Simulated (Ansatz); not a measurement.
A run of Ansatz 0.2.0 is set up as follows.

Contents of input.yaml:

```yaml
crystal:
  lattice:
    - [3.249308, 0.0, 0.0]
    - [-1.624654, 2.8139832727, 0.0]
    - [0.0, 0.0, 5.205709]
  atoms:
    - { symbol: Zn, position: [0.6666666667, 0.3333333333, 0.0] }
    - { symbol: Zn, position: [0.3333333333, 0.6666666667, 0.5] }
    - { symbol: O, position: [0.3333333333, 0.6666666667, 0.87901] }
    - { symbol: O, position: [0.6666666667, 0.3333333333, 0.37901] }
hamiltonian:
  xc: r2scan50
  pseudopotentials: { kind: paw }
kpoints:
  mp_grid: { grid: [5, 5, 3] }
scf:
  occupations: { method: fermi_dirac, width: 0.05 }
output:
  forces: true
  stress: true
relax:
  f_tol: 0.01
  max_steps: 40
  cell: { stress_tol: 0.05 }
```

Potentials or basis: Ansatz PAW.

Launch:

```bash
$ ansatz run input.yaml --threads 2 --pin off --max-ram 5632MiB --backend cpu --events-out ev --progress --plain --runs-dir out
```

**Question.** What does it give for the relaxed cell?

**Answer.** a = 3.217 Å, b = 3.217 Å, c = 5.142 Å, α = 90.00°, β = 90.00°, γ = 120.00°.

**Question.** What does it give for the band gap on the k mesh?

**Answer.** 6.04 eV, direct.

**Question.** What does it give for the relaxed volume?

**Answer.** 11.52 Å³/atom.

**Question.** Estimate the space group after relaxing (to 0.05 Å).

**Answer.** P6_3mc (No. 186).

The path:
```csv
step,energy change (eV),largest force (eV/Å),volume (Å³)
1,0.0000,0.0875,47.60
2,-0.0209,0.0739,46.75
3,-0.0270,0.0326,46.03
4,-0.0272,0.0170,46.04
5,-0.0272,0.0003,46.07
6,-0.0258,0.0002,46.07
```

Caveat: the k mesh is coarse (spacing up to 0.45 Å⁻¹), so the values aren't converged, least of all with exact exchange; odd divisions of the mesh miss points on the zone boundary, where band edges often lie, so the gap on the mesh can be too wide; the plane-wave basis is chosen anew once the cell has moved, so the energies of steps on either side of that aren't comparable; the PAW data sets come from PBE, with cores solved anew for the run's functional, which leaves a small shift of forces and pressure.
